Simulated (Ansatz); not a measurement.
Runs of Ansatz 0.2.0 on Al3Ni2. It takes space group P-3m1 (No. 164, trigonal). The conventional cell has a = 3.994 Å, b = 3.994 Å, c = 4.881 Å, α = 90.00°, β = 90.00°, γ = 120.00°. Ni (site symmetry 3m) has 8 Al at 2.41 to 2.51 Å and 3 Ni at 2.71 Å as nearest neighbours. Around Al (site symmetry 3m) lie 5 Ni at 2.43 to 2.51 Å and 3 Al at 2.72 Å. Al (site symmetry -3m) is surrounded by 6 Ni at 2.41 Å. The cell comes from a database or a generator and needn't be the stable form of this composition.

```csv
level,gap on the mesh (eV),pressure (GPa),moment (μB),relaxed volume (Å³/atom)
PBEsol+D4,none,0.0,0.00,(a)
PBEsol+D3(BJ),none,0.0,0.00,13.08
PBEsol+D3(BJ)-ATM,none,0.0,0.00,13.15
PBEsol,none,0.0,0.00,13.48
```

Alike in all rows: task relaxation of cell and atoms; potentials or basis Ansatz PAW; spin collinear, ferromagnetic start; cell relaxed; k mesh 8 × 8 × 6; cutoff (eV) 420; smearing fermi-dirac 0.05 eV.

Question: Fill in the values left out.

Answer: (a) 13.25.

Caveats: the plane-wave basis is chosen anew once the cell has moved, so the energies of steps on either side of that aren't comparable; the PAW data sets come from PBE, with cores solved anew for the run's functional, which leaves a small shift of forces and pressure; the starting moments weren't kept; pairwise dispersion overbinds metals, which lowers pressure and volume (some runs).

A gap of «none» marks a metal or a gap under the smearing width.
